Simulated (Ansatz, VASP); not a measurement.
**P: VASP beside Ansatz**

Contents of POSCAR:

```
P
1.0
    0.0000000000      1.9417425529      1.9417425529
    1.9417425529      0.0000000000      1.9417425529
    1.9417425529      1.9417425529      0.0000000000
P
1
Direct
    0.0000000000      0.0000000000      0.0000000000
```

Contents of INCAR.step1:

```
SYSTEM = P
PREC = Accurate
ENCUT = 520
ISMEAR = -1
SIGMA = 0.1
LREAL = .False.
LASPH = .True.
NELM = 150
MAGMOM = 0 0 0
LSORBIT = .True.
GGA_COMPAT = .False.
NBANDS = 16
GGA = PE
ALGO = Normal
EDIFF = 1E-4
LWAVE = .True.
LCHARG = .False.
```

INCAR.step2

```
SYSTEM = P
PREC = Accurate
ENCUT = 520
EDIFF = 1E-6
ISMEAR = -1
SIGMA = 0.1
LREAL = .False.
LASPH = .True.
NELM = 150
ALGO = Normal
ISIF = 2
LWAVE = .False.
LCHARG = .True.
MAGMOM = 0 0 0
LORBIT = 11
LSORBIT = .True.
GGA_COMPAT = .False.
LORBMOM = .True.
METAGGA = R2SCAN
LMIXTAU = .True.
LVHAR = .True.
NBANDS = 16
ISTART = 1
```

KPOINTS

```
Automatic mesh
0
Gamma
  14 14 14
  0 0 0
```

Input for Ansatz:

```yaml
crystal:
  lattice:
    - [0.0, 1.9417425529, 1.9417425529]
    - [1.9417425529, 0.0, 1.9417425529]
    - [1.9417425529, 1.9417425529, 0.0]
  atoms:
    - { symbol: P, position: [0.0, 0.0, 0.0] }
hamiltonian:
  xc: r2scan
  pseudopotentials:
    kind: paw_fr
    azcp:
      P: "pseudopotentials/P.paw.azcp"
basis:
  ecutwfc: 500
  fft_grid_basis: typed
kpoints:
  mp_grid: { grid: [14, 14, 14], shift: [0, 0, 0] }
magnetization:
  noncollinear: true
  spin_orbit: true
scf:
  occupations: { method: fermi_dirac, width: 0.1 }
output:
  write_density: true
  write_potential: true
  elf: true
  volumetric_format: npy
```

Alike in both runs: task single point; functional r2SCAN; k mesh 14 × 14 × 14; occupations fermi-dirac, width 0.1 eV; non-collinear spin, spin-orbit coupling.

```csv
,VASP,Ansatz
version,VASP 6.6.1,Ansatz 0.2.0
potentials or method,"VASP PAW PBE potentials, release 64 (P)","plane waves (500 eV) with PAW, fully relativistic with spin-orbit coupling"
plane-wave cutoff (eV),520,500
valence electrons in the cell,5,5
```

```tsv
	VASP	Ansatz	Ansatz less VASP
net moment per atom (μB)	0.00	0.00	0.000
```
